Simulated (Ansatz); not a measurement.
What strain does to SrO (P6_3/mmc)

SrO (P6_3/mmc) from a database of computed structures, relaxed with r2SCAN in the PAW code Ansatz. Space group P6_3/mmc (No. 194), hexagonal; conventional cell a = 4.270 Å, c = 5.144 Å, 20.31 Å³ an atom. Sr has 5 O at 2.47–2.57 Å; O has 5 Sr at 2.47–2.57 Å.

The axes x, y and z are those of this cell:
```yaml
crystal:
  lattice:
    - [4.27002, 0.00000, 0.00000]
    - [-2.13501, 3.69795, 0.00000]
    - [0.00000, 0.00000, 5.14447]
  atoms:
    - { symbol: Sr, position: [0.33333, 0.66667, 0.93750] }
    - { symbol: Sr, position: [0.66667, 0.33333, 0.43750] }
    - { symbol: O, position: [0.33333, 0.66667, 0.43750] }
    - { symbol: O, position: [0.66667, 0.33333, 0.93750] }
```

Unstrained: With PBE the gap is 2.658 eV and direct, at Γ. The r2SCAN gap is direct at Γ: 3.032 eV. With HSE06 the gap is 4.004 eV and direct, at Γ. Meshes: PBE 12×12×6, r2SCAN 12×12×6, HSE06 6×6×4. Strains are changes of length per length, and xy shears are angles. After each strain the atoms were relaxed again with r2SCAN within the symmetry that the strain leaves, so tilts or polar shifts that break it weren't tested; points keep the names that they have in the unstrained zone. The values are computed, spin-unpolarised, and not measurements.

Changes of the least gap in eV (an overlap counts as a negative gap):
```csv
strain,volume change (%),space group,PBE,r2SCAN,HSE06,"energy rise, r2SCAN (meV/atom)"
"xy shear, engineering strain (angle) -5.01 %",-0.1,P2_1/m,-0.003,0.000,-0.003,1.6
uniaxial -3.73 % along z,-3.7,P6_3/mmc,-0.041,-0.051,-0.009,16.7
isotropic +2.02 % on every length,+6.2,P6_3/mmc,-0.189,-0.187,-0.219,16.4
uniaxial +1.93 % along x,+1.9,Cmcm,-0.090,-0.091,-0.096,2.3
```

Xy shear, engineering strain (angle) -5.01 %. HSE06: the gap goes from 4.004 to 4.001 eV (-0.003 eV). Stress change with r2SCAN, compression positive: xx -0.16, yy +0.03, zz -0.07, xy +0.50 GPa.

Uniaxial -3.73 % along z, other directions held. HSE06: the gap goes from 4.004 to 3.995 eV (-0.009 eV). Stress change with r2SCAN, compression positive: xx +1.66, yy +1.66, zz +7.65 GPa.

Isotropic +2.02 % on every length. HSE06: the gap goes from 4.004 to 3.785 eV (-0.219 eV). Stress change with r2SCAN, compression positive: xx -3.84, yy -3.84, zz -4.25 GPa. For HSE06, dE_g/d ln V = -3.6 eV over this step.

Uniaxial +1.93 % along x, other directions held. HSE06: the gap goes from 4.004 to 3.908 eV (-0.096 eV). Stress change with r2SCAN, compression positive: xx -1.81, yy -1.41, zz -0.78 GPa.

The meshes of the hybrids are coarse, so their gaps aren't converged to the digits shown.
